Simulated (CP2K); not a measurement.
Crystal: HfO2.

```
Hf O
1.0
     5.11800    0.00000    0.00000
     0.00000    5.18570    0.00000
    -0.85866    0.00000    5.21387
Hf O
4 8
Direct
  0.27550 0.46030 0.70800
  0.72450 0.96030 0.79200
  0.72450 0.53970 0.29200
  0.27550 0.03970 0.20800
  0.07420 0.16840 0.84670
  0.92580 0.66840 0.65330
  0.92580 0.83160 0.15330
  0.07420 0.33160 0.34670
  0.44870 0.74190 0.98010
  0.55130 0.24190 0.51990
  0.55130 0.25810 0.01990
  0.44870 0.75810 0.48010
```

Base run:

```yaml
Program: CP2K 2026.2
Functional: revPBE
Potentials_or_basis: POTENTIAL_UZH Hf GTH-PBE-q12, O GTH-PBE-q6; DZVP-MOLOPT-PBE-GTH basis
Density_cutoff: 11565 eV
k_mesh: 4 × 4 × 4
Occupations: fermi-dirac, width 0.05 eV
Spin: no spin polarisation
```

Its results: band gap on the k mesh 4.18 eV, indirect (least direct gap 4.27 eV); pressure 2.7 GPa; largest force 0.396 eV/Å.

Task: After a change of settings the same cell gave: band gap on the k mesh 4.03 eV, indirect (least direct gap 4.12 eV); pressure -5.6 GPa; largest force 0.384 eV/Å. Which change was it?
A. functional from revPBE to PBEsol
B. functional from revPBE to OLYP
C. functional from revPBE to SCAN
D. functional from revPBE to rev-vdW-DF2

Result: A.

PBEsol binds more tightly than revPBE, so the same cell stands under less pressure.

Caveats: the potentials were made for another functional, which shifts forces and pressure; spin-orbit coupling is left out, which moves the levels of the heavy elements; the basis of atomic orbitals isn't converged, which shifts pressures, moduli and gaps.

Runs at the PBE level aren't shown here.
